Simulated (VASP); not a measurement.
A run of VASP 6.6.1:

INCAR

```
SYSTEM = ZnS
PREC = Accurate
ENCUT = 520
EDIFF = 1E-6
ISMEAR = 0
SIGMA = 0.01
LREAL = .FALSE.
LASPH = .TRUE.
NELM = 100
ALGO = Normal
ISIF = 2
LWAVE = .FALSE.
LCHARG = .TRUE.
GGA = PS
LELF = .TRUE.
LVHAR = .TRUE.
NBANDS = 26
```

The input KPOINTS:

```
Automatic mesh
0
G
  9 9 4
  0 0 0
```

Contents of POSCAR:

```
ZnS
1.0
    3.8230000000      0.0000000000      0.0000000000
   -1.9115000000      3.3108151187      0.0000000000
    0.0000000000      0.0000000000      6.2610000000
Zn S
2 2
Direct
    0.3333333333      0.6666666667      0.0001296848
    0.6666666667      0.3333333333      0.5001296848
    0.3333333333      0.6666666667      0.3748703152
    0.6666666667      0.3333333333      0.8748703152
```

Potentials or basis: VASP PAW PBE potentials, release 64 (Zn, S).

Run with:

```sh
$ cat potpaw_PBE.64/Zn/POTCAR potpaw_PBE.64/S/POTCAR > POTCAR
$ mpirun -np 1 vasp_std > vasp.out
```

Hardware: 1 thread of Intel(R) Xeon(R) 6975P-C (Granite Rapids), on a shared host.

Problem. How long does it take, and how much memory?

Solution. It took 58 s on 1 thread of Intel(R) Xeon(R) 6975P-C (Granite Rapids), with other jobs on the host, peak memory 0.22 GiB. Counts: scf iterations 14, k points 36.
